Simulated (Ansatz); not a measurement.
# HfSi₃O₈ (C2) at 3 levels of theory

One geometry, relaxed with PBE; plane waves with PAW potentials in Ansatz, scalar-relativistic. No spin polarisation. Gaps are the least over mesh and band path; pressure is positive in compression.

```cif
data_structure
_symmetry_space_group_name_H-M 'P 1'
_symmetry_Int_Tables_number 1
_cell_length_a 5.3740
_cell_length_b 5.3740
_cell_length_c 7.5922
_cell_angle_alpha 90.032
_cell_angle_beta 90.032
_cell_angle_gamma 91.041
_cell_volume 219.23
loop_
_atom_site_label
_atom_site_type_symbol
_atom_site_fract_x
_atom_site_fract_y
_atom_site_fract_z
_atom_site_occupancy
Hf1 Hf 0.98009 0.01991 0.00000 1
Si1 Si 0.02348 0.52403 0.26873 1
Si2 Si 0.47597 0.97652 0.73127 1
Si3 Si 0.52262 0.47738 0.50000 1
O1 O 0.03767 0.81303 0.20631 1
O2 O 0.53688 0.23941 0.63157 1
O3 O 0.03087 0.35537 0.08984 1
O4 O 0.54122 0.74003 0.60632 1
O5 O 0.64463 0.96913 0.91016 1
O6 O 0.25997 0.45878 0.39368 1
O7 O 0.18697 0.96233 0.79369 1
O8 O 0.76059 0.46312 0.36843 1
```

```tsv
level	cutoff (eV)	k mesh	gap (eV)	pressure (GPa)
PBE	420	4×4×4	5.11	0.0
r2SCAN	500	4×4×4	5.68	-3.4
PBEsol	420	4×4×4	5.13	-2.1
```

Spin-orbit coupling matters for the bands of heavy elements and is left out.

The cell was found from a structure generator's guess, not taken from experiment.
